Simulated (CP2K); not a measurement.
Crystal: MgS.

```
CELL_PARAMETERS angstrom
4.00664 0.00000 0.00000
2.00332 3.46985 0.00000
2.00332 1.15662 3.27141
ATOMIC_POSITIONS crystal
S 0.25000 0.25000 0.25000
Mg 0.00000 0.00000 0.00000
```

The cell comes from a database or a generator and needn't be the stable form of this composition.

* Program: CP2K 2026.2
* Task: relaxation of cell and atoms
* Functional: RPBE
* Dispersion: D3(BJ)
* Potentials or basis: POTENTIAL_UZH S GTH-PBE-q6, Mg GTH-PBE-q10; TZVP-MOLOPT-PBE-GTH basis
* Density cutoff: 19048 eV
* k mesh: 8 × 8 × 8
* Occupations: fermi-dirac, width 0.05 eV
* Spin: no spin polarisation

At the start: pressure -4.4 GPa; volume 22.74 Å³/atom.

Where does the relaxation end?

Over 6 steps the energy falls by 26.4 meV/atom and the volume is 21.04 Å³/atom (-7.5 %); space group R3m (No. 160, to 0.05 Å).

The path:
| step | energy change (eV) | largest force (eV/Å) | volume (Å³) |
| --- | --- | --- | --- |
| 1 | 0.0000 | 0.0002 | 45.48 |
| 2 | -0.0037 | 0.1511 | 45.34 |
| 3 | -0.0508 | 0.2333 | 41.64 |
| 4 | -0.0529 | 0.1945 | 42.13 |
| 5 | -0.0528 | 0.1981 | 42.09 |
| 6 | -0.0528 | 0.1981 | 42.09 |

Final structure:
```
S Mg
1.0
     3.92663    0.00000    0.00000
     2.00329    3.37747    0.00000
     2.00329    1.15659    3.17342
S Mg
1 1
Cartesian
  1.9833 1.1335 0.7934
  0.0000 0.0000 0.0000
```

Caveat: the potentials were made for another functional, which shifts forces and pressure; the basis of atomic orbitals isn't converged, which shifts pressures, moduli and gaps; the real-space grid breaks the cell's symmetry a little.
